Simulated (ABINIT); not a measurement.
Input of an ABINIT 10.8.3 (patched build) run:

run.abi

```
ndtset 2

pp_dirpath "./"
pseudos "Pd.upf"

acell 3*1.0 Angstrom
rprim
     0.0000000000     1.9465000000     1.9465000000
     1.9465000000     0.0000000000     1.9465000000
     1.9465000000     1.9465000000     0.0000000000
ntypat 1
znucl 46
natom 1
typat 1
xred
     0.0000000000     0.0000000000     0.0000000000

ecut 41.0

ixc -120135

occopt 3
tsmear 0.00183747

nstep 100

iomode 3
prtwf 0
prteig 0
prtebands 0
prtden1 1

kptopt1 1
ngkpt1 12 12 12
nshiftk1 1
shiftk1 0.0 0.0 0.0
nband1 13
tolvrs1 1.0e-10

iscf2 -2
getden2 1
nband2 17
nbdbuf2 2
tolwfr2 1.0e-12
kptopt2 -9
ndivsm2 8
prteig2 1
kptbounds2
     0.0000000000     0.0000000000     0.0000000000
     0.5000000000     0.0000000000     0.5000000000
     0.5000000000     0.2500000000     0.7500000000
     0.3750000000     0.3750000000     0.7500000000
     0.0000000000     0.0000000000     0.0000000000
     0.5000000000     0.5000000000     0.5000000000
     0.6250000000     0.2500000000     0.6250000000
     0.5000000000     0.2500000000     0.7500000000
     0.5000000000     0.5000000000     0.5000000000
     0.3750000000     0.3750000000     0.7500000000
```

Potentials or basis: PseudoDojo NC SR PBEsol v0.4.1 standard.

The run is started by

```bash
$ abinit run.abi > log 2>&1
```

Question: Estimate the pressure.

Answer: -3.8 GPa.

Question: Estimate the band gap on the k mesh.

Answer: None (metal or under the smearing width).

Levels at the corners of the path, in eV from the Fermi level:
```
point  band 6  band 7  band 8  band 9  band 10  band 11  band 12  band 13
    Γ   -2.84   -2.84   -2.84   -1.20    -1.20    17.33    22.10    22.10
    X   -5.13   -0.02    0.31    0.31     3.28    10.73    13.22    13.22
    W   -3.40   -3.40   -1.30    0.31     8.87     8.87    10.39    11.55
    K   -4.17   -1.98   -0.93   -0.15     7.07     8.07    10.79    15.92
    Γ   -2.84   -2.84   -2.84   -1.20    -1.20    17.33    22.10    22.10
    L   -2.88   -2.88    0.00    0.00     0.92     7.29    16.64    21.21
    U   -4.17   -1.98   -0.93   -0.15     7.07     8.07    10.79    15.92
    W   -3.40   -3.40   -1.30    0.31     8.87     8.87    10.39    11.55
    L   -2.88   -2.88    0.00    0.00     0.92     7.29    16.64    21.21
    K   -4.17   -1.98   -0.93   -0.15     7.07     8.07    10.79    15.92
```

Caveat: the potentials were made for another functional, which shifts forces and pressure.
